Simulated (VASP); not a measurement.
# PbS (Galena): single point with HSE06

PbS (Galena):

```
Pb S
1.0
     0.00000    2.96575    2.96575
     2.96575    0.00000    2.96575
     2.96575    2.96575    0.00000
Pb S
1 1
Direct
  0.00000 0.00000 0.00000
  0.50000 0.50000 0.50000
```

| Quantity | Value |
| --- | --- |
| Program | VASP 6.6.1 |
| Task | single point |
| Functional | HSE06 |
| Potentials or basis | VASP PAW PBE potentials, release 64 (Pb_d, S) |
| Cutoff | 520 eV |
| k mesh | 4 × 4 × 4 |
| Occupations | gaussian, width 0.02 eV |
| Spin | non-collinear spin, zero start, spin-orbit coupling |
| Starting moments | [[0.0, 0.0, 0.0], [0.0, 0.0, 0.0]] μB |

| Property | Result |
| --- | --- |
| Pressure | 0.9 GPa |
| Net moment | 0.00 μB per cell |
| Valence electrons inside the program's atomic spheres | Pb 11.86; S 3.70 |

Moments on the atoms (μB; x, y, z):
```
Pb  0.00 0.00 0.00
S   0.00 0.00 0.00
```

Wall time 12 min on 1 thread of AMD EPYC 9R45 (Zen 5), on a shared host, peak memory 0.37 GiB.

Caveat: the k mesh is coarse (spacing up to 0.46 Å⁻¹), so the values aren't converged, least of all with exact exchange; the PAW data sets were made with another functional, which shifts forces and pressure a little.
